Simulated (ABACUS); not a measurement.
# Zr (P6_3/mmc) in ABACUS: notebook

The runs below take Zr through equation of state, with PBE.

Everything below comes from runs of ABACUS 3.10.1. Logs are shortened: lines on timing, memory, paths and dates and some standing lists are left out, and cuts for length are marked.

**1. The structure**

It takes space group P6_3/mmc (No. 194, hexagonal). The conventional cell has a = 3.232 Å, b = 3.232 Å, c = 5.147 Å, α = 90.00°, β = 90.00°, γ = 120.00°. Zr (site symmetry -6m2) is surrounded by 12 Zr at 3.18 to 3.23 Å.

**2. Equation of state, PBE, 21.88 Å³/atom (volume scaled by 0.94)**

Contents of INPUT:

```
INPUT_PARAMETERS
suffix              Zr
calculation         scf
basis_type          lcao
pseudo_dir          ./
orbital_dir         ./
symmetry            1
dft_functional      pbe
ecutwfc             100
pseudo_rcut         10
nspin               1
nbands              16
ks_solver           genelpa
smearing_method     fd
smearing_sigma      0.00367493
scf_thr             1e-07
scf_nmax            100
mixing_type         broyden
mixing_beta         0.7
cal_force           1
cal_stress          1
out_mul             1
```

Contents of STRU:

```
ATOMIC_SPECIES
Zr 91.2240 Zr.upf

NUMERICAL_ORBITAL
Zr_confined-atom_8au_3s2p2d1f.orb

LATTICE_CONSTANT
1.8897261246

LATTICE_VECTORS
3.1660223034 0.0000000000 0.0000000000
-1.5830111517 2.7418557436 0.0000000000
0.0000000000 0.0000000000 5.0419297016

ATOMIC_POSITIONS
Direct

Zr
0.0
2
0.6666666667 0.3333333333 0.7500000000 1 1 1
0.3333333333 0.6666666667 0.2500000000 1 1 1
```

Contents of KPT:

```
K_POINTS
0
Gamma
9 9 5 0 0 0
```

Potentials or basis: PseudoDojo NC SR 0.4.1 PBE standard, DZP LCAO (the cutoffs set its grid).

Run with:

```console
$ OMP_NUM_THREADS=1 mpirun -np 4 abacus > log
```

running log:

```text
ABACUS v3.10.1

               Atomic-orbital Based Ab-initio Computation at UStc

 ------------------------------------------------------------------------------------

 READING GENERAL INFORMATION
                           global_out_dir = OUT.Zr/
                           global_in_card = INPUT
                               pseudo_dir = ./
                              orbital_dir = ./
                                    DSIZE = 4
                                    GSIZE = 1

 READING UNITCELL INFORMATION
                                    ntype = 1
                  lattice constant (Bohr) = 1.88973
              lattice constant (Angstrom) = 1

 READING ATOM TYPE 1
                               atom label = Zr
                      L=0, number of zeta = 3
                      L=1, number of zeta = 2
                      L=2, number of zeta = 2
                      L=3, number of zeta = 1
             number of atom for this type = 2

                        TOTAL ATOM NUMBER = 2
DIRECT COORDINATES
    atom                   x                   y                   z     mag                  vx                  vy                  vz
taud_Zr1            0.6666666667        0.3333333333        0.7500000000  0.0000        0.0000000000        0.0000000000        0.0000000000
taud_Zr2            0.3333333333        0.6666666667        0.2500000000  0.0000        0.0000000000        0.0000000000        0.0000000000

                          Volume (Bohr^3) = 295.36
                             Volume (A^3) = 43.7678

 Lattice vectors: (Cartesian coordinate: in unit of a_0)
             +3.16602                  +0                  +0
             -1.58301            +2.74186                  +0
                   +0                  +0            +5.04193
 Reciprocal vectors: (Cartesian coordinate: in unit of 2 pi/a_0)
            +0.315854           +0.182358                  -0
                   -0           +0.364716                  -0
                   +0                  -0           +0.198337
 The esolver type has been set to : ksdft_lcao

                PAO radial cut off (Bohr) = 10

 Read in pseudopotential file is Zr.upf
                     pseudopotential type = NC
          exchange-correlation functional = PBE
                 nonlocal core correction = 1
                        valence electrons = 12
                                     lmax = 2
                           number of zeta = 4
                     number of projectors = 6
                           L of projector = 0
                           L of projector = 0
                           L of projector = 1
                           L of projector = 1
                           L of projector = 2
                           L of projector = 2
     initial pseudo atomic orbital number = 20

 SETUP THE ELECTRONS NUMBER
            electron number of element Zr = 12
      total electron number of element Zr = 24
            AUTOSET number of electrons:  = 24
                           occupied bands = 12
                                   NLOCAL = 52
                                   NBANDS = 16
                                   NBANDS = 16
                                   NLOCAL = 52

%%%%%%%%%%%%%%%%%%%%%%%%%%%%%%%%%%%%%%%%%%%%%%%%%%%%%%%%%%%%%%%%%%%%%%%%%%%%%%%%%%%%%%%%%%%%%%%%%%%%%%%%%%
 Warning: the number of valence electrons in pseudopotential > 4 for Zr: [Kr] 4d2 5s2
 Pseudopotentials with additional electrons can yield (more) accurate outcomes, but may be less efficient.
 If you're confident that your chosen pseudopotential is appropriate, you can safely ignore this warning.
%%%%%%%%%%%%%%%%%%%%%%%%%%%%%%%%%%%%%%%%%%%%%%%%%%%%%%%%%%%%%%%%%%%%%%%%%%%%%%%%%%%%%%%%%%%%%%%%%%%%%%%%%%

 SETUP THE PLANE WAVE BASIS
 energy cutoff for charge/potential (unit:Ry) = 400
            fft grid for charge/potential = [ 40, 40, 64 ]
                        fft grid division = [ 5, 5, 4 ]
        big fft grid for charge/potential = [ 8, 8, 16 ]
                                     nbxx = 256
                                     nrxx = 25600

 SETUP PLANE WAVES FOR CHARGE/POTENTIAL
                    number of plane waves = 39799
                         number of sticks = 979

 PARALLEL PW FOR CHARGE/POTENTIAL
     PROC   COLUMNS(POT)             PW
        1            244           9950
        2            244           9950
        3            245           9949
        4            246           9950
 --------------- sum -------------------
        4            979          39799
                            number of |g| = 1791
                                  max |g| = 36.1419
[... 62 lines left out ...]
                     BRAVAIS LATTICE NAME = 04. Hexagonal cell
                                    ibrav = 4
                       right hand lattice = 1
(for k-lattice: )
                             BRAVAIS TYPE = 4
                     BRAVAIS LATTICE NAME = 04. Hexagonal cell
                                    ibrav = 4
                       right hand lattice = 1
                        ROTATION MATRICES = 24
                               nkstot_ibz = 36
K-POINTS REDUCTION ACCORDING TO SYMMETRY
     IBZ    DIRECT_X    DIRECT_Y    DIRECT_Z  WEIGHT  ibz2bz
       1  0.00000000  0.00000000  0.00000000  0.0025       0
       2 -0.11111111  0.11111111  0.00000000  0.0148       1
       3 -0.22222222  0.22222222  0.00000000  0.0148       2
       4 -0.33333333  0.33333333  0.00000000  0.0148       3
       5 -0.44444444  0.44444444  0.00000000  0.0148       4
       6 -0.11111111  0.22222222  0.00000000  0.0148      10
[... 22 lines left out ...]
      29 -0.44444444  0.44444444  0.40000000  0.0296     166
      30 -0.11111111  0.22222222  0.40000000  0.0296     172
[... 6 further k points ...]

                               nkstot now = 36
[... K-POINTS DIRECT COORDINATES: 36 rows ...]

           k-point number in this process = 36
       minimum distributed K point number = 36
[... stars of the k points ...]

[... K-POINTS CARTESIAN COORDINATES: 36 rows ...]

[... K-POINTS DIRECT COORDINATES: 36 rows ...]

 SETUP PLANE WAVES FOR WAVE FUNCTIONS
     energy cutoff for wavefunc (unit:Ry) = 100
              fft grid for wave functions = [ 40, 40, 64 ]
                    number of plane waves = 6645
                         number of sticks = 301

 PARALLEL PW FOR WAVE FUNCTIONS
     PROC   COLUMNS(POT)             PW
        1             76           1662
        2             75           1661
        3             75           1661
        4             75           1661
 --------------- sum -------------------
        4            301           6645

 SET NONLOCAL PSEUDOPOTENTIAL PROJECTORS
 max number of nonlocal projetors among all species is 6

 -------------------------------------------
 SELF-CONSISTENT
 -------------------------------------------

 SETUP SEARCHING RADIUS FOR PROGRAM TO SEARCH ADJACENT ATOMS
                  longest orb rcut (Bohr) = 8
   longest nonlocal projector rcut (Bohr) = 1.58
                     search radius (Bohr) = 19.2
              searching radius is (Bohr)) = 19.2
         searching radius unit is (Bohr)) = 1.89
                         PeriodicBoundary = 1
                        Radius(unit:lat0) = 10.1
                                   glayer = [ 5, 5, 4 ]
                             glayer_minus = [ 4, 4, 3 ]

Find the coordinate range of the input atom(unit:lat0).
                                  min_tau = [ -19, -10.1, -13.9 ]
                                  max_tau = [ 20.6, 12.8, 18.9 ]
                                BoxNumber = [ 9, 9, 7 ]

 SETUP EXTENDED REAL SPACE GRID FOR GRID INTEGRATION
                          real space grid = [ 40, 40, 64 ]
                 big cell numbers in grid = [ 8, 8, 16 ]
             meshcell numbers in big cell = [ 5, 5, 4 ]
                        extended fft grid = [ 13, 13, 14 ]
                dimension of extened grid = [ 35, 35, 45 ]
                            UnitCellTotal = 75
              Atom number in sub-FFT-grid = 2
    Local orbitals number in sub-FFT-grid = 52
                                ParaV.nnr = 46306
                                 init_chg = atomic

 LCAO ALGORITHM --------------- ION=   1  ELEC=   1--------------------------------

 Density error is 0.0395833648531
----------------------------------------------------------
     Energy           Rydberg                 eV
----------------------------------------------------------
 E_KohnSham     -202.4707154838      -2754.7554087165
 E_Harris       -203.6652412325      -2771.0077653062
 E_Fermi        1.1318490883         15.3995968774
----------------------------------------------------------
[... 58 lines left out ...]
 Density error is 6.91906732553e-08
----------------------------------------------------------
     Energy           Rydberg                 eV
----------------------------------------------------------
 E_KohnSham     -202.4745108021      -2754.8070466707
 E_KS(sigma->0) -202.4738912343      -2754.7986170189
 E_Harris       -202.4745103175      -2754.8070400777
 E_band         -12.1038616274       -164.6814859363
 E_one_elec     -31.1126772664       -423.3096908586
 E_Hartree      26.1576647056        355.8932863700
 E_xc           -40.1687629998       -546.5240584088
 E_Ewald        -157.3494961059      -2140.8497244697
 E_entropy(-TS) -0.0012391355        -0.0168593035
 E_descf        0.0000000000         0.0000000000
 E_exx          0.0000000000         0.0000000000
 E_Fermi        1.1163442727         15.1886430381
----------------------------------------------------------

 charge density convergence is achieved
 final etot is -2754.8070467 eV
 EFERMI = 15.188643038 eV

 STATE ENERGY(eV) AND OCCUPATIONS    NSPIN == 1
 1/36 kpoint (Cartesian) = 0.0000 0.0000 0.0000 (1255 pws)
       1       -33.5654     0.00493827
       2       -33.3657     0.00493827
       3       -12.2124     0.00493827
       4       -11.1577     0.00493827
       5       -11.1577     0.00493827
       6       -10.9893     0.00493827
[... 8 lines left out ...]
      15        16.8239    3.08704e-17
      16        16.8239    3.08704e-17
[... 76 lines left out ...]
       3       -12.0821      0.0296296
       4       -11.4057      0.0296296
       5       -11.3360      0.0296296
       6       -11.1874      0.0296296
[... 8 lines left out ...]
      15        17.1026    7.03415e-19
      16        17.1127    5.74762e-19

[... levels at 30 further k points ...]

 correction force for each atom along direction 1 is -3.25365e-14
 correction force for each atom along direction 2 is 9.99721e-15
 correction force for each atom along direction 3 is -6.15896e-14
------------------------------------------------------------------------------------------
 TOTAL-FORCE (eV/Angstrom)
------------------------------------------------------------------------------------------
                       Zr1         0.0000000000         0.0000000000         0.0000000000
                       Zr2         0.0000000000         0.0000000000         0.0000000000
------------------------------------------------------------------------------------------

----------------------------------------------------------------
 TOTAL-STRESS (KBAR)
----------------------------------------------------------------
        68.9750977575         0.0000000000         0.0000000000
         0.0000000000        68.9750977621         0.0000000000
         0.0000000000         0.0000000000        84.6790473259
----------------------------------------------------------------
 TOTAL-PRESSURE: 74.209748 KBAR

 --------------------------------------------
 !FINAL_ETOT_IS -2754.8070466706517436 eV
 --------------------------------------------
```

Run time: 5.5 s. Hardware: 4 MPI ranks of INTEL XEON PLATINUM 8581C at 2.10GHz (Emerald Rapids), shared host; peak memory 0.44 GiB.

What came out:

```
Free energy            : -2754.8070 eV
Pressure               : 7.4 GPa
Band gap on the k mesh : none (metal or under the smearing width)
```

Caveat: the atomic orbitals were generated for these runs and aren't a published set; the basis of atomic orbitals isn't converged, which shifts pressures, moduli and gaps.

**3. Equation of state, PBE, 22.35 Å³/atom (volume scaled by 0.96)**

INPUT is that of step 2.

STRU: that of step 2 with these lines changed.

```diff
@@ -10,5 +10,5 @@
 LATTICE_VECTORS
-3.1660223034 0.0000000000 0.0000000000
--1.5830111517 2.7418557436 0.0000000000
-0.0000000000 0.0000000000 5.0419297016
+3.1883189697 0.0000000000 0.0000000000
+-1.5941594848 2.7611652231 0.0000000000
+0.0000000000 0.0000000000 5.0774374186
```

KPT is that of step 2.

Potentials or basis: PseudoDojo NC SR 0.4.1 PBE standard, DZP LCAO (the cutoffs set its grid).

Run with:

```console
$ OMP_NUM_THREADS=1 mpirun -np 4 abacus > log
```

Run time: 5.5 s. Hardware: 4 MPI ranks of INTEL XEON PLATINUM 8581C at 2.10GHz (Emerald Rapids), shared host; peak memory 0.44 GiB.

Results (log left out):

- Free energy: -2754.8430 eV
- Pressure: 5.0 GPa
- Band gap on the k mesh: none (metal or under the smearing width)

Caveat: the atomic orbitals were generated for these runs and aren't a published set; the basis of atomic orbitals isn't converged, which shifts pressures, moduli and gaps.

**4. Equation of state, PBE, 22.82 Å³/atom (volume scaled by 0.98)**

INPUT is that of step 3.

STRU: that of step 3 with these lines changed.

```diff
@@ -10,5 +10,5 @@
 LATTICE_VECTORS
-3.1883189697 0.0000000000 0.0000000000
--1.5941594848 2.7611652231 0.0000000000
-0.0000000000 0.0000000000 5.0774374186
+3.2103080712 0.0000000000 0.0000000000
+-1.6051540356 2.7802083436 0.0000000000
+0.0000000000 0.0000000000 5.1124553350
```

KPT is that of step 3.

Run with:

```console
$ OMP_NUM_THREADS=1 mpirun -np 4 abacus > log
```

Wall time 5.2 s (4 MPI ranks of INTEL XEON PLATINUM 8581C at 2.10GHz (Emerald Rapids), shared host); peak memory 0.44 GiB.

Results (log left out):

```
Free energy            : -2754.8655 eV
Pressure               : 2.8 GPa
Band gap on the k mesh : none (metal or under the smearing width)
```

Caveat: the atomic orbitals were generated for these runs and aren't a published set; the basis of atomic orbitals isn't converged, which shifts pressures, moduli and gaps.

**5. Equation of state, PBE, 23.28 Å³/atom**

INPUT is that of step 4.

STRU: that of step 4 with these lines changed.

```diff
@@ -10,5 +10,5 @@
 LATTICE_VECTORS
-3.2103080712 0.0000000000 0.0000000000
--1.6051540356 2.7802083436 0.0000000000
-0.0000000000 0.0000000000 5.1124553350
+3.2320000000 0.0000000000 0.0000000000
+-1.6160000000 2.7989941050 0.0000000000
+0.0000000000 0.0000000000 5.1470000000
```

KPT is that of step 4.

Run with:

```console
$ OMP_NUM_THREADS=1 mpirun -np 4 abacus > log
```

It took 5.1 s on 4 MPI ranks of INTEL XEON PLATINUM 8581C at 2.10GHz (Emerald Rapids), shared host; peak memory 0.44 GiB.

Results (log left out):

```yaml
Free_energy: -2754.8757 eV
Pressure: 0.7 GPa
Band_gap_on_the_k_mesh: none (metal or under the smearing width)
```

Caveat: the atomic orbitals were generated for these runs and aren't a published set; the basis of atomic orbitals isn't converged, which shifts pressures, moduli and gaps.

**6. Equation of state, PBE, 23.75 Å³/atom (volume scaled by 1.02)**

INPUT is that of step 5.

STRU: that of step 5 with these lines changed.

```diff
@@ -10,5 +10,5 @@
 LATTICE_VECTORS
-3.2320000000 0.0000000000 0.0000000000
--1.6160000000 2.7989941050 0.0000000000
-0.0000000000 0.0000000000 5.1470000000
+3.2534045973 0.0000000000 0.0000000000
+-1.6267022986 2.8175310300 0.0000000000
+0.0000000000 0.0000000000 5.1810870861
```

KPT is that of step 5.

Potentials or basis: PseudoDojo NC SR 0.4.1 PBE standard, DZP LCAO (the cutoffs set its grid).

Run with:

```console
$ OMP_NUM_THREADS=1 mpirun -np 4 abacus > log
```

It took 5.1 s on 4 MPI ranks of INTEL XEON PLATINUM 8581C at 2.10GHz (Emerald Rapids), shared host; peak memory 0.44 GiB.

Results (log left out):

```yaml
Free_energy: -2754.8744 eV
Pressure: -1.1 GPa
Band_gap_on_the_k_mesh: none (metal or under the smearing width)
```

Caveat: the atomic orbitals were generated for these runs and aren't a published set; the basis of atomic orbitals isn't converged, which shifts pressures, moduli and gaps.

**7. Equation of state, PBE, 24.21 Å³/atom (volume scaled by 1.04)**

INPUT is that of step 6.

STRU: that of step 6 with these lines changed.

```diff
@@ -10,5 +10,5 @@
 LATTICE_VECTORS
-3.2534045973 0.0000000000 0.0000000000
--1.6267022986 2.8175310300 0.0000000000
-0.0000000000 0.0000000000 5.1810870861
+3.2745311931 0.0000000000 0.0000000000
+-1.6372655966 2.8358271987 0.0000000000
+0.0000000000 0.0000000000 5.2147314515
```

KPT is that of step 6.

Run with:

```console
$ OMP_NUM_THREADS=1 mpirun -np 4 abacus > log
```

It took 4.9 s on 4 MPI ranks of INTEL XEON PLATINUM 8581C at 2.10GHz (Emerald Rapids), shared host; peak memory 0.44 GiB.

Results (log left out):

| Property | Result |
| --- | --- |
| Free energy | -2754.8628 eV |
| Pressure | -2.8 GPa |
| Band gap on the k mesh | none (metal or under the smearing width) |

Caveat: the atomic orbitals were generated for these runs and aren't a published set; the basis of atomic orbitals isn't converged, which shifts pressures, moduli and gaps.

**8. Equation of state, PBE, 24.68 Å³/atom (volume scaled by 1.06)**

INPUT is that of step 7.

STRU: that of step 7 with these lines changed.

```diff
@@ -10,5 +10,5 @@
 LATTICE_VECTORS
-3.2745311931 0.0000000000 0.0000000000
--1.6372655966 2.8358271987 0.0000000000
-0.0000000000 0.0000000000 5.2147314515
+3.2953886421 0.0000000000 0.0000000000
+-1.6476943210 2.8538902793 0.0000000000
+0.0000000000 0.0000000000 5.2479471970
```

KPT is that of step 7.

Run with:

```console
$ OMP_NUM_THREADS=1 mpirun -np 4 abacus > log
```

It took 5.2 s on 4 MPI ranks of INTEL XEON PLATINUM 8581C at 2.10GHz (Emerald Rapids), shared host; peak memory 0.44 GiB.

The run converged. Its results:

| Item | Value |
| --- | --- |
| Free energy | -2754.8417 eV |
| Pressure | -4.4 GPa |
| Band gap on the k mesh | none (metal or under the smearing width) |

Caveat: the atomic orbitals were generated for these runs and aren't a published set; the basis of atomic orbitals isn't converged, which shifts pressures, moduli and gaps.

**9. Equation of state, PBE**

Potentials or basis: PseudoDojo NC SR 0.4.1 PBE standard, DZP LCAO (the cutoffs set its grid).

No new run: the results of the series are fitted here.

What came out:

| Property | Result |
| --- | --- |
| Equilibrium volume | 23.46 Å³/atom |
| Bulk modulus at fixed shape and positions | 95 GPa |
| Pressure derivative of the bulk modulus | 3.4 |

Energy against volume, from the lowest point:
```csv
volume (Å³/atom),energy (meV/atom)
21.884,34.31
22.350,16.31
22.815,5.08
23.281,0.00
23.746,0.61
24.212,6.43
24.678,16.97
```

Caveat: the atomic orbitals were generated for these runs and aren't a published set; the cell was scaled at fixed shape and fractional positions, which overstates the stiffness of a crystal with free parameters, most of all of layers and chains; the basis of atomic orbitals isn't converged, which shifts pressures, moduli and gaps.
